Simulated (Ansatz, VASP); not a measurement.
## One calculation of Ni, two programs

```
Ni
1.0
     0.00000    1.71409    1.71409
     1.71409    0.00000    1.71409
     1.71409    1.71409    0.00000
Ni
1
Direct
  0.00000 0.00000 0.00000
```

Change from the starting cell: volume scaled by 0.96.

Alike in both runs: task single point; functional LDA; k mesh 13 × 13 × 13; occupations fermi-dirac, width 0.05 eV; collinear spin.

|  | VASP | Ansatz |
| --- | --- | --- |
| version | VASP 6.6.1 | Ansatz 0.2.0 |
| potentials or method | VASP PAW LDA potentials, release 64 (Ni), cutoff 520 eV | all-electron LAPW, scalar-relativistic |

```csv
,VASP,Ansatz,Ansatz less VASP
gap on the k mesh at the Fermi level (eV),none,none,-
pressure (GPa),-1.0,-1.0,-0.02
net moment per atom (μB),0.61,0.62,+0.006
size of the moment on the site where the two differ most (μB),0.61,0.64,+0.024
```

Site moments also hang on the region over which each program counts them. A gap of «none» marks a metal or a gap that the smearing closes. Ansatz ran all-electron here, so the differences hold the error of VASP's frozen core and of both bases.
